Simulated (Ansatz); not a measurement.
# ScAl2: how settings move the results

Aim, for ScAl2: relax the cell with several choices of k mesh.

Computed with Ansatz 0.2.0 (DFT PBEsol, scalar-relativistic, plane waves, PAW, unless a step's input says otherwise).

1 further run of the same task is left out (set aside as unsound or not needed). Runs told in other sessions of the task aren't counted.

## 1. Starting point

Symmetry: Fd-3m, No. 227, cubic system. Conventional cell: a = 7.555 Å, b = 7.555 Å, c = 7.555 Å, α = 90.00°, β = 90.00°, γ = 90.00°. Sc (site symmetry -43m) is surrounded by 12 Al at 3.13 Å and 4 Sc at 3.27 Å. Al (site symmetry -3m) is surrounded by 6 Al at 2.67 Å and 6 Sc at 3.13 Å.

Structure file:

```
Sc Al
1.0
     0.00000    3.77765    3.77765
     3.77765    0.00000    3.77765
     3.77765    3.77765    0.00000
Sc Al
2 4
Direct
  0.50000 0.50000 0.50000
  0.75000 0.75000 0.75000
  0.12500 0.12500 0.12500
  0.62500 0.12500 0.12500
  0.12500 0.62500 0.12500
  0.12500 0.12500 0.62500
```

The structure comes from the Materials Project (structure only); it is used as listed.

## 2. The base input

File input.yaml:

```yaml
crystal:
  lattice:
    - [0.0, 3.7776526849, 3.7776526849]
    - [3.7776526849, 0.0, 3.7776526849]
    - [3.7776526849, 3.7776526849, 0.0]
  atoms:
    - { symbol: Sc, position: [0.5, 0.5, 0.5] }
    - { symbol: Sc, position: [0.75, 0.75, 0.75] }
    - { symbol: Al, position: [0.125, 0.125, 0.125] }
    - { symbol: Al, position: [0.625, 0.125, 0.125] }
    - { symbol: Al, position: [0.125, 0.625, 0.125] }
    - { symbol: Al, position: [0.125, 0.125, 0.625] }
basis:
  ecutwfc: 420
kpoints:
  mp_grid: { grid: [8, 8, 8] }
hamiltonian:
  xc: pbesol
scf:
  occupations: { method: gaussian, width: 0.1 }
output:
  forces: true
  stress: true
  eigenvalues: true
  populations: true
  write_density: true
  write_potential: true
  elf: true
  volumetric_format: npy
```

Its results, from an earlier run: -1053.9768 eV/atom at zero smearing, pressure -1.03 GPa, largest force 0.000 eV/Å, no gap on the mesh, in 6 SCF cycles and 12 s.

## 3. Relaxing with k mesh 1×1×1

File input.yaml:

```yaml
crystal:
  lattice:
    - [0.0, 3.7776526849, 3.7776526849]
    - [3.7776526849, 0.0, 3.7776526849]
    - [3.7776526849, 3.7776526849, 0.0]
  atoms:
    - { symbol: Sc, position: [0.5, 0.5, 0.5] }
    - { symbol: Sc, position: [0.75, 0.75, 0.75] }
    - { symbol: Al, position: [0.125, 0.125, 0.125] }
    - { symbol: Al, position: [0.625, 0.125, 0.125] }
    - { symbol: Al, position: [0.125, 0.625, 0.125] }
    - { symbol: Al, position: [0.125, 0.125, 0.625] }
basis:
  ecutwfc: 420
kpoints:
  mp_grid: { grid: [1, 1, 1] }
hamiltonian:
  xc: pbesol
scf:
  occupations: { method: gaussian, width: 0.1 }
output:
  forces: true
  stress: true
  eigenvalues: true
relax:
  adjacent_minimum: "off"
  f_tol: 0.01
  max_steps: 60
  cell: { stress_tol: 0.05 }
```

The run is started by

```bash
> ansatz run input.yaml --threads 1 --pin off --max-ram 2560MiB --backend cpu --events-out ev --progress --plain --runs-dir out
```

## 4. Relaxing with k mesh 2×2×2

Edit input.yaml of step 3 so:

```diff
@@ -15,3 +15,3 @@
 kpoints:
-  mp_grid: { grid: [1, 1, 1] }
+  mp_grid: { grid: [2, 2, 2] }
 hamiltonian:
```

## 5. Relaxing with k mesh 4×4×4

Edit input.yaml of step 4 so:

```diff
@@ -15,3 +15,3 @@
 kpoints:
-  mp_grid: { grid: [2, 2, 2] }
+  mp_grid: { grid: [4, 4, 4] }
 hamiltonian:
```

## 6. Relaxing with k mesh 6×6×6

Edit input.yaml of step 5 so:

```diff
@@ -15,3 +15,3 @@
 kpoints:
-  mp_grid: { grid: [4, 4, 4] }
+  mp_grid: { grid: [6, 6, 6] }
 hamiltonian:
```

## 7. Relaxing with k mesh 8×8×8

Edit input.yaml of step 6 so:

```diff
@@ -15,3 +15,3 @@
 kpoints:
-  mp_grid: { grid: [6, 6, 6] }
+  mp_grid: { grid: [8, 8, 8] }
 hamiltonian:
@@ -24,2 +24,6 @@
   eigenvalues: true
+  write_density: true
+  write_potential: true
+  elf: true
+  volumetric_format: npy
 relax:
```

(Steps that only read results are left out.)

Q: Predict the outcome of the series: the values and the trend.

The runs gave:

```
                          quantity                                                                 value
relaxed volume by k mesh (Å³/atom)  1×1×1: 17.89; 2×2×2: 18.01; 4×4×4: 17.79; 6×6×6: 17.77; 8×8×8: 17.77
```

**Reading.** The relaxed volumes span 1.4 %. From 4×4×4 on the volume holds to 0.5 %, at 0.31 of the time of the best run.
